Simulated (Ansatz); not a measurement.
# ZnS: band gap under strain

How does strain move the band edges of ZnS in the zincblende structure, and do the functionals agree on it? States: +4.0 % equal strain in all directions; +5.0 % strain along [111] alone; -3.0 % strain along z alone.

Code: Ansatz 0.2.0. PAW datasets, plane waves. No spin polarisation and no zero-point or thermal motion.

## Step 1: The structure to begin with

The unstrained cell was relaxed with r2SCAN; in each strained cell the atoms were relaxed again with r2SCAN. Names of k-points are those of the unstrained zone, where strain can split equivalent points. First state: +4.0 % equal strain in all directions.

It is cubic, F-43m (No. 216); conventional cell a = 5.604 Å, 22.00 Å³ an atom. Zn has 4 S at 2.43 Å; S has 4 Zn at 2.43 Å.

The structure in full:

```cif
data_structure
_symmetry_space_group_name_H-M 'F-43m'
_symmetry_Int_Tables_number 216
_cell_length_a 5.6037
_cell_length_b 5.6037
_cell_length_c 5.6037
_cell_angle_alpha 90.000
_cell_angle_beta 90.000
_cell_angle_gamma 90.000
_cell_volume 175.96
loop_
_atom_site_label
_atom_site_type_symbol
_atom_site_symmetry_multiplicity
_atom_site_Wyckoff_symbol
_atom_site_fract_x
_atom_site_fract_y
_atom_site_fract_z
_atom_site_occupancy
Zn1 Zn 4 a 0.00000 0.00000 0.00000 1
S1 S 4 d 0.25000 0.25000 0.75000 1
```

From earlier runs on the unstrained cell: PBE 2.15 eV, r2SCAN 2.71 eV, HSE06 3.38 eV; a = 5.388 Å.

## Step 2: +4.0 % equal strain in all directions: PBE

Contents of input.yaml:

```yaml
crystal:
  lattice:
    - [0.0, 2.8018492667, 2.8018492667]
    - [2.8018492667, 0.0, 2.8018492667]
    - [2.8018492667, 2.8018492667, 0.0]
  atoms:
    - { symbol: Zn, position: [0.0, 0.0, 0.0] }
    - { symbol: S, position: [0.25, 0.25, 0.25] }
kpoints:
  mp_grid: { grid: [8, 8, 8] }
  band_path:
    path:
      - [0.0, 0.0, 0.0]
      - [-0.5, -0.5, 0.0]
      - [-0.375, -0.375, 0.25]
      - [-0.375, 0.0, 0.375]
      - [0.0, 0.0, 0.5]
      - [-0.5, -0.25, 0.25]
    npoints: 1
hamiltonian:
  xc: pbe
scf:
  occupations: { method: fermi_dirac, width: 0.02 }
  n_extra_bands: 4
output:
  forces: true
  stress: true
  eigenvalues: true
```

On the command line:

```console
> ansatz run input.yaml --threads 4 --pin off --max-ram 4608MiB --backend cpu --events-out ev --progress --plain --runs-dir out
```

The runs that follow: +4.0 % equal strain in all directions: r2SCAN; +4.0 % equal strain in all directions: HSE06; +5.0 % strain along [111] alone: PBE; +5.0 % strain along [111] alone: r2SCAN; +5.0 % strain along [111] alone: HSE06; -3.0 % strain along z alone: PBE; -3.0 % strain along z alone: r2SCAN; -3.0 % strain along z alone: HSE06.

Q: Predict the outcome of this session.

**Answer**, as computed:

Least gap in eV (negative: overlap), with the change from the unstrained cell in brackets:

```
                                state  volume change (%)           PBE        r2SCAN         HSE06
+4.0 % equal strain in all directions              +12.5  1.65 (-0.50)  2.18 (-0.53)  2.83 (-0.55)
      +5.0 % strain along [111] alone               +5.0  1.81 (-0.34)  2.35 (-0.36)  3.01 (-0.37)
          -3.0 % strain along z alone               -3.0  2.21 (+0.06)  2.77 (+0.06)  3.45 (+0.07)
```

The largest move of the HSE06 gap in the table is -0.552 eV, under +4.0 % equal strain in all directions. PBE and HSE06 differ by 1.23 eV on the unstrained gap, and by at most 0.05 eV on its change: the two disagree on the size of the gap but agree on its response to strain.
